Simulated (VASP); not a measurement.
# GaSb (F-43m) in VASP: further runs

The runs below take GaSb through single point, with PBE.

Everything below comes from runs of VASP 6.6.1. Logs are shortened: lines on timing, memory, paths and dates and some standing lists are left out, and cuts for length are marked.

**What was measured.**

A printed reference work, data compilation reports, for a bulk crystal of GaSb at 4.2 K: band gap 0.811 eV (direct).

The results are compared with them further down.

## (1) The crystal as given

It takes space group F-43m (No. 216, cubic). Conventional cell: a = 6.118 Å, b = 6.118 Å, c = 6.118 Å, α = 90.00°, β = 90.00°, γ = 90.00°. Around Sb (site symmetry -43m) lie 4 Ga at 2.65 Å. Ga (site symmetry -43m) has 4 Sb at 2.65 Å as nearest neighbours.

## (2) Single point, PBE, spin-orbit coupling, no magnetisation

INCAR

```
SYSTEM = GaSb
  ALGO = Normal
  EDIFF = 1E-7
  ENCUT = 300
  GGA = PE
  GGA_COMPAT = .FALSE.
  ISIF = 2
  ISMEAR = 0
  LASPH = .TRUE.
  LCHARG = .FALSE.
  LNONCOLLINEAR = .TRUE.
  LORBIT = 11
  LREAL = .FALSE.
  LSORBIT = .TRUE.
  LWAVE = .FALSE.
  MAGMOM = 0 0 0 0 0 0
  NBANDS = 34
  NELM = 100
  PREC = Accurate
  SIGMA = 0.02
```

KPOINTS

```
k-points
0
G
  8 8 8
  0 0 0
```

POSCAR

```
GaSb
1.0
    0.0000000000      3.0590000000      3.0590000000
    3.0590000000      0.0000000000      3.0590000000
    3.0590000000      3.0590000000      0.0000000000
Sb Ga
1 1
Direct
    0.7500000000      0.7500000000      0.7500000000
    0.0000000000      0.0000000000      0.0000000000
```

Potentials or basis: VASP PAW PBE potentials, release 64 (Sb, Ga_d).

Launch:

```console
$ cat potpaw_PBE.64/Sb/POTCAR potpaw_PBE.64/Ga_d/POTCAR > POTCAR
$ mpirun -np 1 vasp_ncl > vasp.out
```

OUTCAR:

```text
SYSTEM = GaSb
   EDIFF = 1E-7
   ENCUT = 300
   GGA = PE
   ISIF = 2
   ISMEAR = 0
   LASPH = .TRUE.
   LNONCOLLINEAR = .TRUE.
   LORBIT = 11
   LREAL = .FALSE.
   LSORBIT = .TRUE.
   NELM = 100
   PREC = Accurate

 Found     43 irreducible k-points:

 Following reciprocal coordinates:
            Coordinates               Weight
  0.000000  0.000000  0.000000      1.000000
  0.125000  0.000000  0.000000      4.000000
 -0.125000  0.000000  0.000000      4.000000
  0.250000  0.000000  0.000000      4.000000
 -0.250000  0.000000  0.000000      4.000000
  0.375000  0.000000  0.000000      4.000000
   k-points           NKPTS =     43   k-points in BZ     NKDIM =     43   number of bands    NBANDS=     34
   number of dos      NEDOS =    301   number of ions     NIONS =      2
   total plane-waves  NPLWV =  13824
   dimension x,y,z NGX =    24 NGY =   24 NGZ =   24
   dimension x,y,z NGXF=    48 NGYF=   48 NGZF=   48
   ions per type =               1   1
   NGX,Y,Z   is equivalent  to a cutoff of   9.22,  9.22,  9.22 a.u.
   NGXF,Y,Z  is equivalent  to a cutoff of  18.45, 18.45, 18.45 a.u.
 SYSTEM =  GaSb
   PREC   = accura    normal or accurate (medium, high low for compatibility)
   ISTART =      0    job   : 0-new  1-cont  2-samecut
   ICHARG =      2    charge: 1-file 2-atom 10-const
   ISPIN  =      1    spin polarized calculation?
   LNONCOLLINEAR =      T non collinear calculations
   LSORBIT =      T    spin-orbit coupling
   LASPH  =      T    aspherical Exc in radial PAW
   ENCUT  =  300.0 eV  22.05 Ry    4.70 a.u.   6.11  6.11  6.11*2*pi/ulx,y,z
   NELM   =    100;   NELMIN=  2; NELMDL= -5     # of ELM steps
   EDIFF  = 0.1E-06   stopping-criterion for ELM
   LREAL  =      F    real-space projection
   EDIFFG = 0.1E-05   stopping-criterion for IOM
   NSW    =      0    number of steps for IOM
   IBRION =     -1    ionic relax: 0-MD 1-quasi-New 2-CG
   NFREE  =      0    steps in history (QN), initial steepest desc. (CG)
   ISIF   =      2    stress and relaxation
   ISYM   =      2    0-nonsym 1-usesym 2-fastsym
   POTIM  = 0.5000    time-step for ionic-motion
   TEBEG  =    0.0;   TEEND  =   0.0 temperature during run
   PSTRESS=    0.0 pullay stress
   NELECT =      18.0000    total number of electrons
   NUPDOWN=      -1.0000    fix difference up-down
   EMIN   =  10.00;   EMAX   =-10.00  energy-range for DOS
   EFERMI =   0.00;   METHOD = LEGACY
   ISMEAR =     0;   SIGMA  =   0.02  broadening in eV -4-tet -1-fermi 0-gaus
   EFERMI_NEDOS =   21; number of points for ismear=-14 and -15
   IALGO  =     38    algorithm
   IMIX   =      4    mixing-type and parameters
     AMIX     =   0.40;   BMIX     =  1.00
     AMIX_MAG =   1.60;   BMIX_MAG =  1.00
  volume/ion in A,a.u.               =      28.62       193.17
  Fermi-wavevector in a.u.,A,eV,Ry     =   1.113208  2.103657 16.860766  1.239231
  Thomas-Fermi vector in A             =   2.249790
   LORBIT       =     11    0 simple, 1 ext, 2 COOP (PROOUT), +10 PAW based schemes
   GGA     = PE    functional components
   LHFCALC =     F    Hartree Fock is set to
   AEXX    =    0.0000 exact exchange contribution
   IVDW    =     0    specifies the selected vdW correction
   LEPSILON=     F    determine dielectric tensor
   LRPA    =     F    only Hartree local field effects (RPA)
 Gauss-broadening in eV      SIGMA  =   0.02
  energy-cutoff  :      300.00
  volume of cell :       57.25
 maximum number of plane-waves:      1384
   NGX = 13   NGY = 13   NGZ = 13

 number of electron      18.0000016 magnetization      -0.0000000     -0.0000000      0.0000000

 number of electron      18.0000016 magnetization      -0.0000000      0.0000000      0.0000000

 number of electron      18.0000016 magnetization      -0.0000000     -0.0000000     -0.0000000

 number of electron      18.0000016 magnetization       0.0000000      0.0000000      0.0000000

 Free energy of the ion-electron system (eV)
  ---------------------------------------------------
  ext. energy  EPLUGINS =         0.00000000
  ---------------------------------------------------
  free energy    TOTEN  =        -7.41412969 eV

  energy without entropy =       -7.41408561  energy(sigma->0) =       -7.41410765

 E-fermi :   5.0951     XC(G=0):  -9.0872

 val. band max:        5.0951123803   @ k =   0.0000   0.0000   0.0000
 cond. band min:       5.0951129398   @ k =   0.0000   0.0000   0.0000
 fundamental gap:      0.0000005595
 Fermi energy:         5.0951126564

 k-point     1 :       0.0000    0.0000    0.0000
  band No.  band energies     occupation
      1     -10.4043      1.00000
      2     -10.4043      1.00000
      3     -10.4043      1.00000
      4     -10.4043      1.00000
      5      -9.9685      1.00000
      6      -9.9685      1.00000
[... 22 lines left out ...]
     29      13.4627      0.00000
     30      13.4627      0.00000

 k-point     2 :       0.1250    0.0000    0.0000
  band No.  band energies     occupation
      1     -10.4055      1.00000
      2     -10.4051      1.00000
      3     -10.4051      1.00000
      4     -10.4026      1.00000
      5      -9.9686      1.00000
      6      -9.9686      1.00000
[... 22 lines left out ...]
     29      12.6423      0.00000
     30      12.6672      0.00000

 k-point     3 :      -0.1250    0.0000    0.0000
  band No.  band energies     occupation
      1     -10.4055      1.00000
      2     -10.4051      1.00000
      3     -10.4051      1.00000
      4     -10.4026      1.00000
      5      -9.9686      1.00000
      6      -9.9686      1.00000
[... 22 lines left out ...]
     29      12.6423      0.00000
     30      12.6672      0.00000

 k-point     4 :       0.2500    0.0000    0.0000
  band No.  band energies     occupation
      1     -10.4069      1.00000
      2     -10.4069      1.00000
      3     -10.4053      1.00000
      4     -10.4013      1.00000
      5      -9.9685      1.00000
      6      -9.9685      1.00000
[... 22 lines left out ...]
     29      12.4384      0.00000
     30      12.4384      0.00000

 k-point     5 :      -0.2500    0.0000    0.0000
  band No.  band energies     occupation
      1     -10.4069      1.00000
      2     -10.4069      1.00000
      3     -10.4053      1.00000
      4     -10.4013      1.00000
      5      -9.9685      1.00000
      6      -9.9685      1.00000
[... 22 lines left out ...]
     29      12.4384      0.00000
     30      12.4384      0.00000

 k-point     6 :       0.3750    0.0000    0.0000
  band No.  band energies     occupation
      1     -10.4088      1.00000
      2     -10.4088      1.00000
      3     -10.4040      1.00000
      4     -10.4012      1.00000
      5      -9.9682      1.00000
      6      -9.9682      1.00000
[... 22 lines left out ...]
     29      13.3684      0.00000
     30      13.3684      0.00000

 [... further k-points ...]

 [bands above 30 left out]

------------------------ aborting loop because EDIFF is reached ----------------------------------------

  FORCE on cell =-STRESS in cart. coord.  units (eV):
  Direction    XX          YY          ZZ          XY          YZ          ZX
  --------------------------------------------------------------------------------------
  -------------------------------------------------------------------------------------
  Total        0.8567588      0.8567588      0.8567588     -0.0000000      0.0000000      0.0000000
  in kB       23.9773252     23.9773252     23.9773252     -0.0000000      0.0000000      0.0000000
  external PRESSURE =      23.9773252 kB  Pullay stress =       0.0000000 kB

 VOLUME and BASIS-vectors are now :
 -----------------------------------------------------------------------------
  energy-cutoff  :      300.00
  volume of cell :       57.25
      direct lattice vectors                 reciprocal lattice vectors
     0.000000000  3.059000000  3.059000000    -0.163452109  0.163452109  0.163452109
     3.059000000  0.000000000  3.059000000     0.163452109 -0.163452109  0.163452109
     3.059000000  3.059000000  0.000000000     0.163452109  0.163452109 -0.163452109

 POSITION                                       TOTAL-FORCE (eV/Angst)
 -----------------------------------------------------------------------------------
      4.58850      4.58850      4.58850        -0.000000      0.000000      0.000000
      0.00000      0.00000      0.00000         0.000000     -0.000000     -0.000000
 -----------------------------------------------------------------------------------
    total drift:                                0.000001      0.000001      0.000001

  FREE ENERGIE OF THE ION-ELECTRON SYSTEM (eV)
  ---------------------------------------------------
  free  energy   TOTEN  =        -7.4141296890 eV

  energy  without entropy=       -7.4140856117  energy(sigma->0) =       -7.41410765

 Spin-Orbit-Coupling matrix elements

 Ion:    1  E_soc:     -0.1241037
 l=   1
     0.0000000    -0.0205376    -0.0205376
    -0.0205376     0.0000000    -0.0205376
    -0.0205376    -0.0205376     0.0000000
 l=   2
     0.0000000    -0.0000572     0.0000000    -0.0000572    -0.0000892
    -0.0000572     0.0000000    -0.0000669    -0.0000572    -0.0000223
     0.0000000    -0.0000669     0.0000000    -0.0000669     0.0000000
    -0.0000572    -0.0000572    -0.0000669     0.0000000    -0.0000223
    -0.0000892    -0.0000223     0.0000000    -0.0000223     0.0000000
 l=   3
     0.0000000     0.0000000     0.0000000     0.0000000     0.0000000     0.0000000     0.0000000
     0.0000000     0.0000000     0.0000000     0.0000000     0.0000000     0.0000000     0.0000000
     0.0000000     0.0000000     0.0000000     0.0000000     0.0000000     0.0000000     0.0000000
     0.0000000     0.0000000     0.0000000     0.0000000     0.0000000     0.0000000     0.0000000
     0.0000000     0.0000000     0.0000000     0.0000000     0.0000000     0.0000000     0.0000000
     0.0000000     0.0000000     0.0000000     0.0000000     0.0000000     0.0000000     0.0000000
     0.0000000     0.0000000     0.0000000     0.0000000     0.0000000     0.0000000     0.0000000

 Ion:    2  E_soc:     -0.0125148
 l=   1
     0.0000000    -0.0012793    -0.0012793
    -0.0012793     0.0000000    -0.0012793
    -0.0012793    -0.0012793     0.0000000
 l=   2
     0.0000000    -0.0001510     0.0000000    -0.0001510    -0.0006555
    -0.0001510     0.0000000    -0.0004916    -0.0001510    -0.0001639
     0.0000000    -0.0004916     0.0000000    -0.0004916     0.0000000
    -0.0001510    -0.0001510    -0.0004916     0.0000000    -0.0001639
    -0.0006555    -0.0001639     0.0000000    -0.0001639     0.0000000
 l=   3
     0.0000000     0.0000000     0.0000000     0.0000000     0.0000000     0.0000000     0.0000000
     0.0000000     0.0000000     0.0000000     0.0000000     0.0000000     0.0000000     0.0000000
     0.0000000     0.0000000     0.0000000     0.0000000     0.0000000     0.0000000     0.0000000
     0.0000000     0.0000000     0.0000000     0.0000000     0.0000000     0.0000000     0.0000000
     0.0000000     0.0000000     0.0000000     0.0000000     0.0000000     0.0000000     0.0000000
     0.0000000     0.0000000     0.0000000     0.0000000     0.0000000     0.0000000     0.0000000
     0.0000000     0.0000000     0.0000000     0.0000000     0.0000000     0.0000000     0.0000000

 total charge

# of ion       s       p       d       tot
------------------------------------------
    1        1.129   1.344   0.028   2.501
    2        0.910   0.766   9.960  11.636
--------------------------------------------------
tot          2.039   2.110   9.988  14.137

 magnetization (x)

# of ion       s       p       d       tot
------------------------------------------
    1        0.000   0.000   0.000   0.000
    2        0.000  -0.000   0.000   0.000
--------------------------------------------------
tot          0.000  -0.000   0.000   0.000

 magnetization (y)

# of ion       s       p       d       tot
------------------------------------------
    1        0.000   0.000   0.000   0.000
    2       -0.000   0.000   0.000  -0.000
--------------------------------------------------
tot         -0.000   0.000   0.000  -0.000

 magnetization (z)

# of ion       s       p       d       tot
------------------------------------------
    1       -0.000   0.000  -0.000   0.000
    2       -0.000   0.000   0.000   0.000
--------------------------------------------------
tot         -0.000   0.000  -0.000   0.000
```

It took 26 s on 1 thread of Intel Xeon 6975P-C (Granite Rapids), shared host; peak memory 0.22 GiB.

The run converged, but some of its settings lie outside the range that counts as converged, so its numbers aren't taken as properties of the crystal.

Results:

```
Free energy                                           : -7.4141 eV
Valence electrons inside the program's atomic spheres : Sb 2.50; Ga 11.64
```

Caveat: the cutoff is under 1.25 times the usual one of these potentials, so pressure, stress and relaxed cells hold a basis-set (Pulay) error.

## (3) Single point, PBE, spin-orbit coupling, no magnetisation

INCAR: that of step 2 with these lines changed.

```diff
@@ -3,3 +3,3 @@
   EDIFF = 1E-7
-  ENCUT = 300
+  ENCUT = 600
   GGA = PE
```

KPOINTS

```
k-points
0
G
  6 6 6
  0 0 0
```

POSCAR is that of step 2.

Potentials or basis: VASP PAW PBE potentials, release 64 (Sb, Ga_d).

Launch:

```console
$ cat potpaw_PBE.64/Sb/POTCAR potpaw_PBE.64/Ga_d/POTCAR > POTCAR
$ mpirun -np 1 vasp_ncl > vasp.out
```

Wall time 74 s (1 thread of Intel Xeon 6975P-C (Granite Rapids), shared host); peak memory 0.41 GiB.

The run converged, but some of its settings lie outside the range that counts as converged, so its numbers aren't taken as properties of the crystal.

What came out:

```
Free energy                                           : -7.3895 eV
Pressure                                              : 2.5 GPa
Valence electrons inside the program's atomic spheres : Sb 2.50; Ga 11.64
```

## (4) Single point, PBE, spin-orbit coupling, no magnetisation

INCAR: that of step 3 with these lines changed.

```diff
@@ -3,3 +3,3 @@
   EDIFF = 1E-7
-  ENCUT = 600
+  ENCUT = 500
   GGA = PE
```

KPOINTS

```
k-points
0
G
  7 7 7
  0 0 0
```

POSCAR is that of step 3.

Launch:

```console
$ cat potpaw_PBE.64/Sb/POTCAR potpaw_PBE.64/Ga_d/POTCAR > POTCAR
$ mpirun -np 1 vasp_ncl > vasp.out
```

Wall time 60 s (1 thread of Intel Xeon 6975P-C (Granite Rapids), shared host); peak memory 0.34 GiB.

The run converged, but some of its settings lie outside the range that counts as converged, so its numbers aren't taken as properties of the crystal.

What came out:

```
Free energy                                           : -7.4062 eV
Pressure                                              : 2.5 GPa
Valence electrons inside the program's atomic spheres : Sb 2.50; Ga 11.64
```

## (5) Single point, PBE, spin-orbit coupling, no magnetisation

INCAR: that of step 4 with these lines changed.

```diff
@@ -3,3 +3,3 @@
   EDIFF = 1E-7
-  ENCUT = 500
+  ENCUT = 600
   GGA = PE
```

KPOINTS is that of step 4.

POSCAR is that of step 4.

Launch:

```console
$ cat potpaw_PBE.64/Sb/POTCAR potpaw_PBE.64/Ga_d/POTCAR > POTCAR
$ mpirun -np 1 vasp_ncl > vasp.out
```

Wall time 1.7 min (1 thread of Intel Xeon 6975P-C (Granite Rapids), shared host); peak memory 0.44 GiB.

These settings aren't checked as converged: the numbers below hold their error.

What came out:

```
Free energy                                           : -7.4061 eV
Pressure                                              : 2.5 GPa
Valence electrons inside the program's atomic spheres : Sb 2.50; Ga 11.64
```

## (6) Single point, PBE

INCAR

```
PREC = Accurate
ENCUT = 520
EDIFF = 1E-6
ISMEAR = 0
SIGMA = 0.019000000000000003
LREAL = F
LASPH = T
NELM = 60
ALGO = Normal
ISIF = 2
LWAVE = F
LCHARG = F
GGA = PE
NBANDS = 16
```

KPOINTS

```
Automatic mesh
0
Gamma
  8 8 8
```

POSCAR is that of step 5.

Potentials or basis: VASP PAW PBE potentials, release 64 (Sb, Ga_d).

Launch:

```console
$ cat potpaw_PBE.64/Sb/POTCAR potpaw_PBE.64/Ga_d/POTCAR > POTCAR
$ mpirun -np 1 vasp_std > vasp.out
```

OUTCAR:

```text
PREC = Accurate
   ENCUT = 520
   EDIFF = 1E-6
   ISMEAR = 0
   LREAL = F
   LASPH = T
   NELM = 60
   ISIF = 2
   GGA = PE

 ion  position               nearest neighbor table
   1  0.750  0.750  0.750-   2 2.65   2 2.65   2 2.65   2 2.65
   2  0.000  0.000  0.000-   1 2.65   1 2.65   1 2.65   1 2.65

  LATTYP: Found a face centered cubic cell.
 ALAT       =     6.1180000000

  Lattice vectors:

 A1 = (   0.0000000000,   3.0590000000,   3.0590000000)
 A2 = (   3.0590000000,   0.0000000000,   3.0590000000)
 A3 = (   3.0590000000,   3.0590000000,   0.0000000000)
[... 624 lines left out ...]
      3     -10.1489      2.00000
      4     -10.1190      2.00000
      5     -10.1158      2.00000
      6      -4.6265      2.00000
[... 8 lines left out ...]
     15      14.5291      0.00000
     16      15.0416      0.00000

 [... further k-points ...]
[... 5 lines left out ...]
  --------------------------------------------------------------------------------------
  -------------------------------------------------------------------------------------
  Total        0.8455872      0.8455872      0.8455872      0.0000000      0.0000000      0.0000000
  in kB       23.6646744     23.6646744     23.6646744      0.0000000      0.0000000      0.0000000
  external PRESSURE =      23.6646744 kB  Pullay stress =       0.0000000 kB

 VOLUME and BASIS-vectors are now :
 -----------------------------------------------------------------------------
  energy-cutoff  :      520.00
  volume of cell :       57.25
      direct lattice vectors                 reciprocal lattice vectors
     0.000000000  3.059000000  3.059000000    -0.163452109  0.163452109  0.163452109
     3.059000000  0.000000000  3.059000000     0.163452109 -0.163452109  0.163452109
     3.059000000  3.059000000  0.000000000     0.163452109  0.163452109 -0.163452109

 POSITION                                       TOTAL-FORCE (eV/Angst)
 -----------------------------------------------------------------------------------
      4.58850      4.58850      4.58850        -0.000000     -0.000000     -0.000000
      0.00000      0.00000      0.00000         0.000000      0.000000      0.000000
 -----------------------------------------------------------------------------------
    total drift:                               -0.000002     -0.000002     -0.000002

  FREE ENERGIE OF THE ION-ELECTRON SYSTEM (eV)
  ---------------------------------------------------
  free  energy   TOTEN  =        -7.3458248417 eV

  energy  without entropy=       -7.3457960329  energy(sigma->0) =       -7.34581044
```

stdout:

```text
POSCAR found type information on POSCAR SbGa
 POSCAR found :  2 types and       2 ions
 scaLAPACK will be used
 LDA part: xc-table for (Slater+PW92), standard interpolation
 POSCAR, INCAR and KPOINTS ok, starting setup
 FFT: planning ... GRIDC
 FFT: planning ... GRID_SOFT
 FFT: planning ... GRID
 WAVECAR not read
 entering main loop
```

Run time: 7.9 s. Hardware: 1 thread of Intel Xeon 6975P-C (Granite Rapids), shared host; peak memory 0.18 GiB.

What came out:

```yaml
Free_energy: -7.3458 eV
Pressure: 2.4 GPa
Band_gap_on_the_k_mesh: 0.04 eV, direct
```

Caveat: spin-orbit coupling is left out, which moves the levels of the heavy elements.

## (7) How close it comes

Step 6. Against the measured gap of GaSb, 0.811 eV (direct; 4.2 K; a printed reference work, data compilation), the calculated 0.04 eV is off by -0.78 eV. Spin-orbit coupling on Ga, Sb is left out. The value is that of PBE on a finite k mesh, which can miss the band edges, without temperature or zero-point motion. Semilocal functionals fall short of measured gaps as a rule.
